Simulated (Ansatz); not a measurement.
# TaN: the cost of one run

Method: DFT PBE, scalar-relativistic, in Ansatz 0.2.0.

## 1. The starting structure

The structure is cubic, space group Fm-3m (No. 225). Conventional cell: a = 4.358 Å, b = 4.358 Å, c = 4.358 Å, α = 90.00°, β = 90.00°, γ = 90.00°. Ta (site symmetry m-3m) is surrounded by 6 N at 2.18 Å. Around N (site symmetry m-3m) lie 6 Ta at 2.18 Å.

As a file:

```
Ta N
1.0
     0.00000    2.17900    2.17900
     2.17900    0.00000    2.17900
     2.17900    2.17900    0.00000
Ta N
1 1
Direct
  0.50000 0.50000 0.50000
  0.00000 0.00000 0.00000
```

Atoms are numbered in the order of the input: Ta1, N2.

## 2. After the deformation

Space group Fm-3m before, R-3m after.

## 3. All-electron LAPW

Contents of input.yaml:

```yaml
crystal:
  lattice:
    - [-0.06537, 2.146315, 2.146315]
    - [2.146315, -0.06537, 2.146315]
    - [2.146315, 2.146315, -0.06537]
  atoms:
    - { symbol: Ta, position: [0.5, 0.5, 0.5] }
    - { symbol: "N", position: [0.0, 0.0, 0.0] }
kpoints:
  mp_grid: { grid: [9, 9, 9] }
  band_path:
    path:
      - [0.0, 0.0, 0.0]
      - [0.5, 0.5, 0.5]
      - [0.2579113083, 0.5, 0.7420886917]
      - [-0.2579113083, 0.2579113083, 0.5]
      - [0.0, 0.0, 0.5]
      - [0.0, 0.0, 0.0]
      - [-0.3789556542, 0.0, 0.3789556542]
      - [0.0, 0.3789556542, 0.6210443458]
      - [0.0, 0.5, 0.5]
    npoints: 5
scf:
  occupations: { method: fermi_dirac, width: 0.02 }
hamiltonian:
  xc: pbe
  pseudopotentials: { kind: all_electron, lapw: { basis_error: 0.0005 } }
output:
  forces: true
  stress: true
  eigenvalues: true
```

On the command line:

```console
ansatz run input.yaml --threads 1 --pin off --max-ram 3072MiB --backend cpu --events-out ev --progress --plain --runs-dir out
```

**Question.** How long does this run take on 1 thread of Arm Neoverse V2, shared host, and how much memory does it need?

About 22 s, with a peak of 0.47 GiB.
